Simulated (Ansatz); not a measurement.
# Si: a listed cell, distorted in several ways

How do energy, forces, pressure and gap of Si change under random distortions, further strains and shifts, swapped elements, distortions that keep the symmetry, other functionals? Each case is one self-consistent run.

Computed with Ansatz 0.2.0 (DFT PBE, scalar-relativistic, plane waves, PAW, unless a step's input says otherwise).

**1. The starting structure**

The structure is cubic, space group Fm-3m (No. 225). The conventional cell has a = 3.822 Å, b = 3.822 Å, c = 3.822 Å, α = 90.00°, β = 90.00°, γ = 90.00°. Si (site symmetry m-3m) is surrounded by 12 Si at 2.70 Å.

Structure file:

```cif
data_structure
_symmetry_space_group_name_H-M 'Fm-3m'
_symmetry_Int_Tables_number 225
_cell_length_a 3.8217
_cell_length_b 3.8217
_cell_length_c 3.8217
_cell_angle_alpha 90.000
_cell_angle_beta 90.000
_cell_angle_gamma 90.000
_cell_volume 55.82
loop_
_atom_site_label
_atom_site_type_symbol
_atom_site_symmetry_multiplicity
_atom_site_Wyckoff_symbol
_atom_site_fract_x
_atom_site_fract_y
_atom_site_fract_z
_atom_site_occupancy
Si1 Si 4 a 0.00000 0.00000 0.00000 1
```

The structure comes from the Materials Project (structure only).

**2. A distortion of lower symmetry**

Against the listed cell: strain xx, yy, zz, yz, xz, xy = +4.7, +4.7, +4.7, -6.0, -6.0, -6.0 %.

input.yaml reads:

```yaml
crystal:
  lattice:
    - [-0.2292996649, 1.8869069425, 1.8869069425]
    - [1.8869069425, -0.2292996649, 1.8869069425]
    - [1.8869069425, 1.8869069425, -0.2292996649]
  atoms:
    - { symbol: Si, position: [0.0, 0.0, 0.0] }
basis:
  ecutwfc: 420
kpoints:
  mp_grid: { grid: [15, 15, 15] }
hamiltonian:
  xc: pbe
scf:
  occupations: { method: gaussian, width: 0.1 }
output:
  forces: true
  stress: true
  eigenvalues: true
  populations: true
```

**3. Functional and cell changed: r2SCAN**

input.yaml reads:

```yaml
crystal:
  lattice:
    - [0.0, 1.9552000261, 1.9552000261]
    - [1.9552000261, 0.0, 1.9552000261]
    - [1.9552000261, 1.9552000261, 0.0]
  atoms:
    - { symbol: Si, position: [0.0, 0.0, 0.0] }
basis:
  ecutwfc: 500
kpoints:
  mp_grid: { grid: [18, 18, 18] }
hamiltonian:
  xc: r2scan
scf:
  occupations: { method: gaussian, width: 0.1 }
output:
  forces: true
  stress: true
  eigenvalues: true
```

**4. A distortion of lower symmetry**

input.yaml reads:

```yaml
crystal:
  lattice:
    - [0.0, 1.8952381637, 1.8952381637]
    - [1.9334547745, -0.0382166108, 1.9334547745]
    - [1.8952381637, 1.8952381637, 0.0]
  atoms:
    - { symbol: Si, position: [0.0, 0.0, 0.0] }
basis:
  ecutwfc: 420
kpoints:
  mp_grid: { grid: [18, 16, 18] }
hamiltonian:
  xc: pbe
scf:
  occupations: { method: gaussian, width: 0.1 }
output:
  forces: true
  stress: true
  eigenvalues: true
```

**5. A change within the space group**

input.yaml reads:

```yaml
crystal:
  lattice:
    - [0.0, 1.8379705724, 1.8379705724]
    - [1.8379705724, 0.0, 1.8379705724]
    - [1.8379705724, 1.8379705724, 0.0]
  atoms:
    - { symbol: Si, position: [0.0, 0.0, 0.0] }
basis:
  ecutwfc: 420
kpoints:
  mp_grid: { grid: [18, 18, 18] }
hamiltonian:
  xc: pbe
scf:
  occupations: { method: gaussian, width: 0.1 }
output:
  forces: true
  stress: true
  eigenvalues: true
  populations: true
```

**6. A distortion of lower symmetry**

input.yaml reads:

```yaml
crystal:
  lattice:
    - [0.2292996649, 2.0353211506, 2.0353211506]
    - [2.0353211506, 0.2292996649, 2.0353211506]
    - [2.0353211506, 2.0353211506, 0.2292996649]
  atoms:
    - { symbol: Si, position: [0.0, 0.0, 0.0] }
basis:
  ecutwfc: 420
kpoints:
  mp_grid: { grid: [18, 18, 18] }
hamiltonian:
  xc: pbe
scf:
  occupations: { method: gaussian, width: 0.1 }
output:
  forces: true
  stress: true
  eigenvalues: true
```

**7. One element swapped, cell strained: Si → Sn, first probe**

input.yaml reads:

```yaml
crystal:
  lattice:
    - [0.0, 2.1872331082, 2.1872331082]
    - [2.1872331082, 0.0, 2.1872331082]
    - [2.1872331082, 2.1872331082, 0.0]
  atoms:
    - { symbol: Sn, position: [0.0, 0.0, 0.0] }
basis:
  ecutwfc: 420
kpoints:
  mp_grid: { grid: [8, 8, 8] }
hamiltonian:
  xc: pbe
scf:
  occupations: { method: gaussian, width: 0.1 }
output:
  forces: true
  stress: true
  eigenvalues: true
```

**8. Substitution of an element, cell strained: Si → Sn**

input.yaml, as its differences from that of step 7:

```diff
@@ -10,3 +10,3 @@
 kpoints:
-  mp_grid: { grid: [8, 8, 8] }
+  mp_grid: { grid: [16, 16, 16] }
 hamiltonian:
```

**9. Another functional, on a distorted cell: PBEsol**

input.yaml reads:

```yaml
crystal:
  lattice:
    - [0.0, 1.929919738, 1.929919738]
    - [1.929919738, 0.0, 1.929919738]
    - [1.929919738, 1.929919738, 0.0]
  atoms:
    - { symbol: Si, position: [0.0, 0.0, 0.0] }
basis:
  ecutwfc: 420
kpoints:
  mp_grid: { grid: [18, 18, 18] }
hamiltonian:
  xc: pbesol
scf:
  occupations: { method: gaussian, width: 0.1 }
output:
  forces: true
  stress: true
  eigenvalues: true
  populations: true
```

**10. Random moves and strain, cell strained**

input.yaml reads:

```yaml
crystal:
  lattice:
    - [-0.0019490472, 1.9388433166, 1.9275885247]
    - [1.9536904699, -0.0106624344, 1.936301912]
    - [1.9505567078, 1.9444229418, -0.0075286723]
  atoms:
    - { symbol: Si, position: [0.0, 0.0, 0.0] }
basis:
  ecutwfc: 420
kpoints:
  mp_grid: { grid: [16, 16, 16] }
hamiltonian:
  xc: pbe
scf:
  occupations: { method: gaussian, width: 0.1 }
output:
  forces: true
  stress: true
  eigenvalues: true
  populations: true
```

Before running it: what results should come out? Wanted: for each run, case; energy; pressure; largest force.

As calculated:

```
step                                                case  energy (meV/atom)  pressure (GPa)  largest force (eV/Å)  gap on the mesh (eV)
   2                      a distortion of lower symmetry               +0.0            -5.2                  0.00                  0.00
   3                 functional and cell changed: r2SCAN                n/a            -5.2                  0.00                  0.00
   4                      a distortion of lower symmetry             -22.6*             2.9                  0.00                  0.00
   5                     a change within the space group             +74.0*            17.8                  0.00                  0.00
   6                      a distortion of lower symmetry             +17.1*             5.5                  0.00                  0.00
   8  substitution of an element, cell strained: Si → Sn                n/a            27.4                  0.00                  0.00
   9     another functional, on a distorted cell: PBEsol                n/a            -1.5                  0.00                  0.00
  10              random moves and strain, cell strained             -24.1*            -1.5                  0.00                  0.00
```

Energies are counted from step 2, with the smearing taken to zero; a star marks another k mesh, which can shift energies by itself, so starred rows don't rank against the others. Other atoms or functionals have another zero of energy (n/a). A gap of 0.00 means none on the mesh at this level.

With one atom in the cell, moving it shifts the whole crystal, so no force arises from that. The pressure is 17.8 GPa in the smallest cell and -5.2 GPa in the largest; between them shape and moved atoms count too. The distorted cells of the listed formula and level show no gap on the mesh.
